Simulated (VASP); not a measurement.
Wanted: the native input for a VASP 6.6.1 run.

| Property | Result |
| --- | --- |
| Task | single point |
| Functional | PBE |
| Potentials or basis | VASP PAW PBE potentials, release 64 (In_d, Sb) |
| Cutoff | 520 eV |
| k mesh | 12 × 12 × 12 |
| Occupations | gaussian, width 0.02 eV |
| Spin | no spin polarisation |
| Further INCAR settings | ALGO = Normal; EDIFF = 1e-07; NBANDS = 16 |

The structure of InSb lies in POSCAR:

```
InSb
1.0
    0.0000000000      3.2391000000      3.2391000000
    3.2391000000      0.0000000000      3.2391000000
    3.2391000000      3.2391000000      0.0000000000
In Sb
1 1
Direct
    0.0000000000      0.0000000000      0.0000000000
    0.2500000000      0.2500000000      0.2500000000
```

These files were run (other wordings do the same):

INCAR

```
SYSTEM = InSb
ALGO = Normal ; EDIFF = 1E-7
ENCUT = 520 ; GGA = PE
ISIF = 2 ; ISMEAR = 0
LASPH = .TRUE. ; LCHARG = .FALSE.
LREAL = .FALSE. ; LWAVE = .FALSE.
NBANDS = 16 ; NELM = 80
PREC = Accurate ; SIGMA = 0.02
```

KPOINTS

```
k-points
0
G
  12 12 12
  0 0 0
```

Potentials or basis: VASP PAW PBE potentials, release 64 (In_d, Sb).

The run is started by

```console
$ cat potpaw_PBE.64/In_d/POTCAR potpaw_PBE.64/Sb/POTCAR > POTCAR
$ mpirun -np 1 vasp_std > vasp.out
```

Results of the run:

The pressure is 3.1 GPa and the band gap on the k mesh is none (metal or under the smearing width).

Caveat: this crystal is a semiconductor, whose small gap the functional closes, so the metal is an error of the method.

Run time: 36 s on 1 thread of Intel(R) Xeon(R) 6975P-C (Granite Rapids) (shared host), peak memory 0.25 GiB.
